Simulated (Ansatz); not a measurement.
CsBr (CsCl type, space group No. 221), a = b = c = 4.324 Å, α = β = γ = 90.00°.

Relaxed with r²SCAN.

**Question.** Give the optical modes at the zone centre with their infrared and Raman activity from DFPT, DFT-r²SCAN in the program Ansatz with PAW potentials.

**Answer.** Transverse frequencies, without the LO–TO term; a row sums one degenerate level.

```csv
ω (cm⁻¹),degeneracy,IR ((D/Å)²/amu),Raman (Å⁴/amu),activity,symmetry
69,3,2.32,0,IR,T1u
```

**Question.** How high does the top mode go among those that the LO–TO term moves?

**Answer.** 109 cm⁻¹ for q along x.

Space group Pm-3m (CsCl type). The cell was relaxed with r²SCAN under the symmetry of its start; phonons on a q-mesh show no instability. Spin–orbit coupling is left out wherever it is not named.

Potentials: the later of the program's two PAW sets.
